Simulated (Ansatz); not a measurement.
# Te2Mo (Pm) in Ansatz: further runs

Aim: see how the results for Te2Mo move with the level of theory and the settings. Levels: BLYP, PBE. Tasks: relaxation of cell and atoms, single point.

All numbers are computed with Ansatz 0.2.0; they aren't measurements. Logs are shortened: lines on timing, memory, paths and dates and some standing lists are left out, and cuts for length are marked.

**1. The structure**

The structure is monoclinic, space group Pm (No. 6). Conventional cell: a = 6.346 Å, b = 3.494 Å, c = 14.866 Å, α = 90.00°, β = 92.12°, γ = 90.00°. Te (site symmetry m) has 3 Mo at 2.82 to 2.84 Å as nearest neighbours. Te (site symmetry m) is surrounded by 3 Mo at 2.82 to 2.84 Å. Around Te (site symmetry m) lie 3 Mo at 2.70 to 2.71 Å. Te (site symmetry m) has 3 Mo at 2.70 to 2.71 Å as nearest neighbours. Te (site symmetry m) is surrounded by 3 Mo at 2.70 to 2.71 Å. Te (site symmetry m) has 3 Mo at 2.70 to 2.71 Å as nearest neighbours. Te (site symmetry m) has 3 Mo at 2.82 to 2.84 Å as nearest neighbours. Te (site symmetry m) is surrounded by 3 Mo at 2.82 to 2.84 Å.

The cell is a database's computed one.

**2. Relaxation of cell and atoms, BLYP**

File input.yaml:

```yaml
crystal:
  lattice:
    - [6.3464495577, 0.0, 0.0]
    - [0.0, 3.49421554, 0.0]
    - [-0.5490254083, 0.0, 14.8561586148]
  atoms:
    - { symbol: Te, position: [0.06308657, 0.5, 0.40139181] }
    - { symbol: Te, position: [0.93626097, 0.0, 0.59892358] }
    - { symbol: Te, position: [0.56720469, 0.0, 0.36206281] }
    - { symbol: Te, position: [0.43253951, 0.5, 0.63827401] }
    - { symbol: Te, position: [0.09104745, 0.0, 0.13792275] }
    - { symbol: Te, position: [0.90945389, 0.5, 0.86175202] }
    - { symbol: Te, position: [0.58109276, 0.5, 0.09854983] }
    - { symbol: Te, position: [0.41934698, 0.0, 0.90115399] }
    - { symbol: Mo, position: [0.31968622, 0.0, 0.50682682] }
    - { symbol: Mo, position: [0.6797845, 0.5, 0.49352002] }
    - { symbol: Mo, position: [0.1814915, 0.5, 0.00653163] }
    - { symbol: Mo, position: [0.81900395, 0.0, 0.99308972] }
hamiltonian:
  xc: blyp
  pseudopotentials: { kind: paw }
kpoints:
  mp_grid: { grid: [3, 6, 2] }
scf:
  occupations: { method: fermi_dirac, width: 0.05 }
output:
  forces: true
  stress: true
  eigenvalues: true
relax:
  f_tol: 0.01
  max_steps: 40
  cell: { stress_tol: 0.05 }
```

Potentials or basis: Ansatz PAW.

On the command line:

```
$ ansatz run input.yaml --threads 4 --pin off --max-ram 11264MiB --backend cpu --events-out ev --progress --plain --runs-dir out
```

The log of the run:

```text
Warning: RAYON_NUM_THREADS=4 ignored (pool sized by the plan → 4); use --threads N
Engine: ansatz 0.2.0, aarch64-unknown-linux-gnu
Pseudopotentials: kind: paw
Pseudopotential: Te, paw, valence charge 16, recommended cutoff 420 eV (normal), Te.paw.azcp
Pseudopotential: Mo, paw, valence charge 14, recommended cutoff 420 eV (normal), Mo.paw.azcp
Functional definition: BLYP
  parameter beta = 0.0042
  parameter a = 0.04918
  parameter b = 0.132
  parameter c = 0.2533
  parameter d = 0.349
  exchange = b88_x(beta = beta)
  correlation = lyp_c(a = a, b = b, c = c, d = d)
Crystal: 12 atoms, lattice volume = 329.448 Å³
Basis set: ecut = 420 eV, 6429 PW (Γ), exchange–correlation on 90×48×200 points (8 copies of the dense FFT grid, shifted against one another)
Bands: 111, of which v1, the nominal top of the filled ones, is band 92 counted from 1 (91 counted from 0)
Symmetry: 2 space group operations
Space group: Pm (ITA 6), of the structure as read, at distance tolerance 6.9e-5 Å
k-points: 16 of 36 (time reversal used)
Non-local potential: Te, projectors of the file, l = 0: 2, l = 1: 2, l = 2: 2, l = 3: 2
Non-local potential: Mo, projectors of the file, l = 0: 3, l = 1: 2, l = 2: 2, l = 3: 1
PAW form: soft (Blöchl's): semilocal exchange-correlation on the pseudo side does not see the compensation charge
PAW frozen core: Te, regenerated for the run's functional, and the local potential with it (the file was generated under x = pbe(κ = 0.804, μ = 0.2195149727645171), c = pbe(β = 0.06672455060314922))
PAW frozen core: Mo, regenerated for the run's functional, and the local potential with it (the file was generated under x = pbe(κ = 0.804, μ = 0.2195149727645171), c = pbe(β = 0.06672455060314922))
PAW one-centre angular grid: Te, 590 points (default); XC on 64 Gauss nodes
PAW one-centre angular grid: Mo, 590 points (default); XC on 64 Gauss nodes
Initial density: superposition of atomic densities (neutral atoms: chi_scale 0, normalization atom), corrected by the library's trained network
Initial wavefunctions: pseudopotential atomic-orbital guess
Functional: x = b88, c = lyp
SCF iter   1: F=—  HF=-75855.968036 eV  |F-HF|=—  |Δ(HF+E_count)|=         —  Δρ=8.38e-3  dr2=4.46e-1  ethr=1.77e-3  ⟨swp⟩=6.2  Hψ=6526  notcnv=0  defer=21
preconditioner: auto → LDOS  [metal: Δε(μ)=0.035 eV  Ē_g=7.093 eV  σ=0.050 eV  W_gap=0.17  n_scr=92 (ndim 8)  ℏωp=17.4 eV  f_vac=0.086  D(μ)=2.92/eV (n_scr^D=10)  β→1.0]
SCF iter   2: F=—  HF=-75856.042685 eV  |F-HF|=—  |Δ(HF+E_count)|=   7.46e-2  Δρ=8.33e-3  dr2=1.18e0  ethr=2.42e-4  ⟨swp⟩=3.0  Hψ=2910  notcnv=0  defer=138  recentre
SCF iter   3: F=—  HF=-75855.927069 eV  |F-HF|=—  |Δ(HF+E_count)|=   1.16e-1  Δρ=4.15e-3  dr2=1.81e-1  ethr=2.42e-4  ⟨swp⟩=3.0  Hψ=2423  notcnv=0  defer=138
SCF iter   4: F=—  HF=-75855.909651 eV  |F-HF|=—  |Δ(HF+E_count)|=   1.74e-2  Δρ=4.46e-4  dr2=5.29e-4  ethr=9.86e-5  ⟨swp⟩=2.0  Hψ=2169  notcnv=0  defer=140
SCF iter   5: F=—  HF=-75855.909829 eV  |F-HF|=—  |Δ(HF+E_count)|=   1.77e-4  Δρ=1.46e-4  dr2=4.86e-5  ethr=2.88e-7  ⟨swp⟩=2.1  Hψ=3009  notcnv=0  defer=140
SCF iter   6: F=—  HF=-75855.909756 eV  |F-HF|=—  |Δ(HF+E_count)|=   7.30e-5  Δρ=4.55e-5  dr2=5.45e-6  ethr=2.64e-8  ⟨swp⟩=2.0  Hψ=3130  notcnv=0  defer=140
SCF iter   7: F=—  HF=-75855.909761 eV  |F-HF|=—  |Δ(HF+E_count)|=   4.84e-6  Δρ=1.66e-5  dr2=2.01e-6  ethr=2.96e-9  ⟨swp⟩=2.0  Hψ=2216  notcnv=0  defer=140
SCF iter   8: F=—  HF=-75855.909761 eV  |F-HF|=—  |Δ(HF+E_count)|=   1.57e-7  Δρ=6.37e-6  dr2=2.73e-7  ethr=1.09e-9  ⟨swp⟩=2.0  Hψ=2086  notcnv=0  defer=140
SCF iter   9: F=-75855.909761 eV  HF=-75855.909761 eV  |F-HF|=6.34e-9  |Δ(HF+E_count)|=   3.37e-8  Δρ=2.30e-6  dr2=2.48e-8  ethr=5.43e-11  ⟨swp⟩=11.1  Hψ=7383  notcnv=0
SCF 1 converged in 9 iterations: F = -75855.909761 eV  dr2 = 2.48e-8
[... 291 lines left out ...]
  E_kinetic    = 3209.373752
  E_local      = -38112.372946  (includes V_loc(G=0)·N_el)
  E_nonlocal   = -1922.631106
  E_hartree    = 19356.075735
  E_xc         = -1696.783706
  E_vxc        = -1704.658578  (∫ρ·V_xc dr)
  E_paw        = -50323.908345  (= ΣΔE_a)
  E_vpaw       = -3597.448394  (= ΣTr[D̂ρ^β])
  E_aug_tail   = -0.001520  (compensation charges beyond the density's cutoff)
  E_ewald      = -6366.428237
  E_core_change = 0.133026  (= ΣΔE_core)
  E_smearing   = -0.022736  (= −TS)
  E_closure    = 0.000000  (closes the sum)
  Σ components = -75856.566081   (vs F -75856.566081, Δ=0.00e0)
--- Forces (eV/Å), atoms counted from 1 ---
  atom   1  Te     0.00063516    -0.00000000     0.00020621
  atom   2  Te    -0.00062799     0.00000000    -0.00029158
  atom   3  Te     0.00106415    -0.00000000     0.00104605
  atom   4  Te    -0.00104802     0.00000000    -0.00099834
  atom   5  Te     0.00164389    -0.00000000    -0.00044576
  atom   6  Te    -0.00163834     0.00000000     0.00054606
  atom   7  Te     0.00067380    -0.00000000    -0.00003383
  atom   8  Te    -0.00064533     0.00000000     0.00020590
  atom   9  Mo    -0.00298896    -0.00000000     0.00012721
  atom  10  Mo     0.00296714     0.00000000    -0.00005442
  atom  11  Mo     0.00285626     0.00000000    -0.00003017
  atom  12  Mo    -0.00289157    -0.00000000    -0.00027729
  max |Σ_I F_I| component: 1.83e-7 eV/Å
--- Stress (GPa, compression-positive) ---
       -0.000948      -0.000000       0.000606
       -0.000000       0.004421      -0.000000
        0.000606      -0.000000       0.039773
  P = ⅓ Tr σ = 0.0144 GPa (0.144 kbar)
--- Band table (eV; the first three rows and the last of 16) ---
  k-point 0: bands = ["-54.8204", "-54.8203", "-54.7778", "-54.7777", "-30.4348", "-30.4347", "-30.4291", "-30.4291", "-30.4215", "-30.4214", "-30.4209", "-30.4208", "-30.3951", "-30.3950", "-30.3891", "-30.3890", "-30.3739", "-30.3738", "-30.3627", "-30.3626", "-30.3537", "-30.3536", "-30.3518", "-30.3517", "-30.2589", "-30.2588", "-30.2568", "-30.2568", "-30.2476", "-30.2476", "-30.2458", "-30.2458", "-30.1986", "-30.1985", "-30.1903", "-30.1903", "-30.1499", "-30.1498", "-30.1441", "-30.1440", "-30.1361", "-30.1360", "-30.1329", "-30.1328", "-28.9991", "-28.9990", "-28.9745", "-28.9743", "-28.9046", "-28.9045", "-28.8470", "-28.8469", "-28.7382", "-28.7381", "-28.6343", "-28.6342", "-6.0716", "-6.0711", "-5.2731", "-5.2722", "-4.5720", "-4.5719", "-4.3654", "-4.3651", "1.2577", "1.2587", "1.7464", "1.7610", "2.1639", "2.1657", "2.7152", "2.7221", "3.8726", "3.8804", "3.9156", "3.9157", "4.0529", "4.0529", "4.6440", "4.6730", "4.7816", "4.7839", "5.1100", "5.1343", "5.4852", "5.5189", "5.6240", "5.6243", "6.0342", "6.0462", "6.3171", "6.3175", "6.9331", "6.9381", "7.1238", "7.1240", "7.8465", "7.8642", "8.2120", "8.2123", "8.3355", "8.3468", "9.2716", "9.2778", "9.2933", "9.2934", "9.3124", "9.3145", "9.9857", "10.6674", "10.8905"]
  k-point 1: bands = ["-54.8204", "-54.8203", "-54.7778", "-54.7777", "-30.4348", "-30.4347", "-30.4291", "-30.4291", "-30.4215", "-30.4214", "-30.4209", "-30.4208", "-30.3951", "-30.3950", "-30.3891", "-30.3890", "-30.3739", "-30.3738", "-30.3627", "-30.3626", "-30.3537", "-30.3536", "-30.3518", "-30.3517", "-30.2589", "-30.2588", "-30.2568", "-30.2568", "-30.2476", "-30.2476", "-30.2458", "-30.2458", "-30.1986", "-30.1985", "-30.1903", "-30.1903", "-30.1499", "-30.1498", "-30.1441", "-30.1440", "-30.1361", "-30.1360", "-30.1329", "-30.1328", "-28.9991", "-28.9990", "-28.9745", "-28.9743", "-28.9046", "-28.9045", "-28.8470", "-28.8469", "-28.7382", "-28.7381", "-28.6343", "-28.6342", "-6.0714", "-6.0713", "-5.2727", "-5.2726", "-4.5720", "-4.5719", "-4.3653", "-4.3652", "1.2582", "1.2582", "1.7536", "1.7537", "2.1648", "2.1649", "2.7187", "2.7188", "3.8764", "3.8765", "3.9157", "3.9157", "4.0529", "4.0529", "4.6584", "4.6585", "4.7829", "4.7830", "5.1211", "5.1213", "5.5027", "5.5028", "5.6240", "5.6243", "6.0402", "6.0403", "6.3173", "6.3173", "6.9356", "6.9357", "7.1238", "7.1240", "7.8551", "7.8556", "8.2121", "8.2122", "8.3400", "8.3403", "9.2752", "9.2754", "9.2933", "9.2934", "9.3133", "9.3135", "10.2218", "10.2229", "11.1319"]
  k-point 2: bands = ["-54.8168", "-54.8166", "-54.7798", "-54.7797", "-30.4316", "-30.4315", "-30.4254", "-30.4253", "-30.4226", "-30.4225", "-30.4219", "-30.4218", "-30.3965", "-30.3964", "-30.3909", "-30.3908", "-30.3729", "-30.3728", "-30.3632", "-30.3631", "-30.3540", "-30.3539", "-30.3522", "-30.3521", "-30.2552", "-30.2551", "-30.2534", "-30.2533", "-30.2494", "-30.2493", "-30.2476", "-30.2475", "-30.1992", "-30.1992", "-30.1922", "-30.1921", "-30.1497", "-30.1497", "-30.1445", "-30.1444", "-30.1355", "-30.1354", "-30.1326", "-30.1325", "-29.0012", "-29.0011", "-28.9954", "-28.9953", "-28.8941", "-28.8940", "-28.8580", "-28.8580", "-28.7298", "-28.7297", "-28.6379", "-28.6378", "-5.8107", "-5.8102", "-5.1141", "-5.1133", "-4.4666", "-4.4665", "-4.2206", "-4.2203", "1.5275", "1.5284", "2.0305", "2.0442", "2.2500", "2.2504", "2.7962", "2.8052", "3.5685", "3.5695", "3.5723", "3.5762", "3.9866", "3.9878", "4.0034", "4.0058", "4.7022", "4.7033", "4.9552", "4.9730", "5.1759", "5.1845", "5.4116", "5.4123", "5.8108", "5.8292", "5.9518", "5.9935", "6.2760", "6.2819", "7.3652", "7.3753", "8.0487", "8.0506", "8.0778", "8.0810", "8.1749", "8.1916", "8.1955", "8.1984", "8.8184", "8.8664", "9.2721", "9.2888", "10.4511", "11.0337", "11.3927"]
  k-point 15: bands = ["-54.7958", "-54.7958", "-54.7957", "-54.7957", "-30.4289", "-30.4289", "-30.4288", "-30.4288", "-30.4144", "-30.4144", "-30.4144", "-30.4143", "-30.3990", "-30.3990", "-30.3989", "-30.3989", "-30.3677", "-30.3677", "-30.3676", "-30.3676", "-30.3538", "-30.3538", "-30.3537", "-30.3537", "-30.2533", "-30.2533", "-30.2533", "-30.2533", "-30.2429", "-30.2429", "-30.2429", "-30.2429", "-30.1993", "-30.1993", "-30.1993", "-30.1992", "-30.1471", "-30.1471", "-30.1471", "-30.1470", "-30.1327", "-30.1327", "-30.1326", "-30.1326", "-29.0475", "-29.0475", "-29.0473", "-29.0473", "-28.8596", "-28.8596", "-28.8596", "-28.8596", "-28.6799", "-28.6799", "-28.6798", "-28.6798", "-4.4825", "-4.4825", "-4.4823", "-4.4823", "-4.1151", "-4.1151", "-4.1150", "-4.1150", "1.2737", "1.2737", "1.2740", "1.2740", "2.1615", "2.1615", "2.1617", "2.1617", "3.1834", "3.1834", "3.1865", "3.1865", "3.9120", "3.9121", "3.9135", "3.9135", "4.3472", "4.3472", "4.3491", "4.3491", "4.6955", "4.6955", "4.6960", "4.6961", "5.3776", "5.3777", "5.3787", "5.3788", "7.2170", "7.2170", "7.2180", "7.2180", "8.0176", "8.0176", "8.0188", "8.0188", "8.3332", "8.3332", "8.3506", "8.3507", "9.4224", "9.4224", "9.4376", "9.4376", "10.9564", "10.9566", "10.9967"]
--- Relaxed structure (18 steps of the walk, 17 accepted, 3 SCFs on fresh bases) ---
  F+E_penalty+E_count = -75856.56608130 eV   max|allowed force component| = 2.989e-3 eV/Å   (the final SCF, on the basis selected at the relaxed cell)
  cell:  # Å, volume = 485.6098 Å³
    - [6.498442198845835, -1.4258516363930166e-17, 0.06421464898345203]
    - [-7.850425502199227e-18, 3.5924791605511865, -3.1054964732829447e-16]
    - [-0.4118565580769675, -1.3191128831773985e-15, 20.796914903937353]
  atoms:
    - { symbol: Te, position: [0.07078514371858055, 0.49999999999999994, 0.42796201682107665] }
    - { symbol: Te, position: [0.9288163979757474, 2.5498731362315676e-17, 0.5719137711102348] }
    - { symbol: Te, position: [0.5787356130047226, -3.617958908956614e-17, 0.4003864337573613] }
    - { symbol: Te, position: [0.4208659132133907, 0.49999999999999994, 0.5994881418414797] }
    - { symbol: Te, position: [0.08543047143361265, 3.61678458899157e-17, 0.09961156535475778] }
    - { symbol: Te, position: [0.9149676139098534, 0.5, 0.9005134304900925] }
    - { symbol: Te, position: [0.5757494455137752, 0.5, 0.07203695676179186] }
    - { symbol: Te, position: [0.42464771575492427, -2.5425765400056682e-17, 0.9280865088996056] }
    - { symbol: Mo, position: [0.3192692129268502, 2.157931716144094e-18, 0.5045410073286938] }
    - { symbol: Mo, position: [0.6803329699457321, 0.49999999999999994, 0.4953337278476612] }
    - { symbol: Mo, position: [0.18102761546348364, 0.5, 0.004667687439138188] }
    - { symbol: Mo, position: [0.8193708771393273, -2.2355421306668384e-18, 0.9954577423481066] }
```

Wall time 7.6 min (4 threads of Arm Neoverse V2, shared host); peak memory 1.7 GiB.

Results:

```yaml
Free_energy: -75856.5661 eV
Relaxed_volume: 40.47 Å³/atom
Relaxed_cell: a = 6.499 Å, b = 3.592 Å, c = 20.801 Å, α = 90.00°, β = 90.57°, γ = 90.00°
Space_group_after_relaxing_to_0.05_Å: P2_1/m (No. 11)
Energy_gained_by_relaxing: 54.7 meV/atom
Ionic_steps: 20
Pressure_after_relaxing: 0.0 GPa
Band_gap_on_the_k_mesh: none (metal or under the smearing width)
```

Forces in eV/Å, atoms in the order of the input:
```
Te   0.001  0.000  0.000
Te  -0.001  0.000  0.000
Te   0.001  0.000  0.001
Te  -0.001  0.000 -0.001
Te   0.002  0.000  0.000
Te  -0.002  0.000  0.001
Te   0.001  0.000  0.000
Te  -0.001  0.000  0.000
Mo  -0.003  0.000  0.000
Mo   0.003  0.000  0.000
Mo   0.003  0.000  0.000
Mo  -0.003  0.000  0.000
```

Step by step:
| step | energy change (eV) | largest force (eV/Å) | volume (Å³) |
| --- | --- | --- | --- |
| 1 | 0.0000 | 0.6758 | 329.45 |
| 2 | -0.0872 | 1.0444 | 373.11 |
| 3 | -0.4794 | 0.1663 | 375.52 |
| 4 | -0.5495 | 0.0393 | 386.15 |
| 5 | -0.5585 | 0.0311 | 394.85 |
| 6 | -0.5587 | 0.0037 | 395.04 |
| 7 | -0.5857 | 0.0042 | 395.04 |
| 8 | -0.6007 | 0.0116 | 405.27 |
| 9 | -0.6164 | 0.0746 | 422.09 |
| 10 | -0.6238 | 0.0154 | 433.51 |
| 11 | -0.6248 | 0.0095 | 437.29 |
| 12 | -0.6244 | 0.0080 | 443.53 |
| 13 | -0.6248 | 0.0037 | 441.69 |
| 14 | -0.6371 | 0.0037 | 441.69 |
| 15 | -0.6410 | 0.0159 | 449.70 |
| 16 | -0.6458 | 0.0622 | 466.72 |
| 17 | -0.6447 | 0.1452 | 484.35 |
| 18 | -0.6435 | 0.0680 | 495.62 |
| 19 | -0.6485 | 0.0030 | 485.61 |
| 20 | -0.6563 | 0.0030 | 485.61 |

Final structure:
```cif
data_structure
_symmetry_space_group_name_H-M 'P 1'
_symmetry_Int_Tables_number 1
_cell_length_a 6.4988
_cell_length_b 3.5925
_cell_length_c 20.8010
_cell_angle_alpha 90.000
_cell_angle_beta 90.568
_cell_angle_gamma 90.000
_cell_volume 485.61
loop_
_atom_site_label
_atom_site_type_symbol
_atom_site_fract_x
_atom_site_fract_y
_atom_site_fract_z
_atom_site_occupancy
Te1 Te 0.07079 0.50000 0.42796 1
Te2 Te 0.92882 0.00000 0.57191 1
Te3 Te 0.57874 0.00000 0.40039 1
Te4 Te 0.42087 0.50000 0.59949 1
Te5 Te 0.08543 0.00000 0.09961 1
Te6 Te 0.91497 0.50000 0.90051 1
Te7 Te 0.57575 0.50000 0.07204 1
Te8 Te 0.42465 0.00000 0.92809 1
Mo1 Mo 0.31927 0.00000 0.50454 1
Mo2 Mo 0.68033 0.50000 0.49533 1
Mo3 Mo 0.18103 0.50000 0.00467 1
Mo4 Mo 0.81937 0.00000 0.99546 1
```

Caveat: the volume moved by over 15 % at a fixed basis, so the end points are rough; the plane-wave basis is chosen anew once the cell has moved, so the energies of steps on either side of that aren't comparable; this functional lacks dispersion, which binds the layers, so the pressure and a relaxed spacing across them are unreliable, and here the layers came unbound; the PAW data sets come from PBE, with cores solved anew for the run's functional, which leaves a small shift of forces and pressure. Spin-orbit coupling is left out, which matters for the levels of Te.

**3. Single point, PBE**

input.yaml: that of step 2 with these lines changed.

```diff
@@ -19,8 +19,8 @@
 hamiltonian:
-  xc: blyp
+  xc: pbe
   pseudopotentials: { kind: paw }
 kpoints:
-  mp_grid: { grid: [3, 6, 2] }
+  mp_grid: { grid: [4, 8, 2] }
 scf:
-  occupations: { method: fermi_dirac, width: 0.05 }
+  occupations: { method: gaussian, width: 0.011 }
 output:
@@ -29,5 +29,5 @@
   eigenvalues: true
-relax:
-  f_tol: 0.01
-  max_steps: 40
-  cell: { stress_tol: 0.05 }
+  write_density: true
+  write_potential: true
+  elf: true
+  volumetric_format: npy
```

Potentials or basis: Ansatz PAW.

On the command line:

```
$ ansatz run input.yaml --threads 4 --pin off --max-ram 11264MiB --backend cpu --events-out ev --progress --plain --runs-dir out
```

Run time: 34 s. Hardware: 4 threads of Arm Neoverse V2, shared host; peak memory 1.5 GiB.

Results (log left out):

- Free energy: -75666.7682 eV
- Pressure: 0.7 GPa
- Largest force: 0.206 eV/Å
- Band gap on the k mesh: none (metal or under the smearing width)

Forces on the atoms (eV/Å):
```
Te  -0.041  0.000  0.002
Te   0.050  0.000 -0.002
Te   0.014  0.000 -0.192
Te  -0.025  0.000  0.193
Te   0.012  0.000  0.196
Te  -0.012  0.000 -0.206
Te  -0.051  0.000  0.004
Te   0.053  0.000 -0.009
Mo  -0.075  0.000 -0.095
Mo   0.077  0.000  0.091
Mo   0.071  0.000 -0.080
Mo  -0.073  0.000  0.096
```

Stress tensor (GPa, compression positive):
```
0.91 0.00 0.00
0.00 0.06 0.00
0.00 0.00 1.12
```

Levels at points of the mesh, in eV from the Fermi level:
| k point | band 89 | band 90 | band 91 | band 92 | band 93 | band 94 | band 95 | band 96 |
| --- | --- | --- | --- | --- | --- | --- | --- | --- |
| (0.00, 0.00, 0.00) | -0.35 | -0.16 | 0.02 | 0.12 | 0.59 | 0.76 | 1.02 | 1.05 |
| (0.00, 0.00, -0.50) | -0.22 | -0.21 | 0.06 | 0.07 | 0.63 | 0.66 | 1.03 | 1.04 |
| (0.00, -0.50, 0.00) | -1.44 | -1.44 | -1.43 | -1.43 | 1.09 | 1.10 | 1.15 | 1.15 |
| (0.00, -0.50, -0.50) | -1.46 | -1.46 | -1.43 | -1.43 | 1.10 | 1.10 | 1.14 | 1.14 |
| (-0.50, 0.00, 0.00) | -0.74 | -0.73 | -0.72 | -0.71 | 0.11 | 0.13 | 0.96 | 0.98 |
| (-0.50, 0.00, -0.50) | -0.74 | -0.72 | -0.67 | -0.62 | 0.12 | 0.15 | 0.96 | 0.98 |
| (-0.50, -0.50, 0.00) | -0.93 | -0.93 | -0.90 | -0.90 | 1.03 | 1.03 | 1.05 | 1.05 |
| (-0.50, -0.50, -0.50) | -0.93 | -0.93 | -0.90 | -0.90 | 1.03 | 1.03 | 1.05 | 1.05 |

Caveat: this functional lacks dispersion, which binds the layers, so the pressure and a relaxed spacing across them are unreliable. Spin-orbit coupling is left out, which matters for the levels of Te.
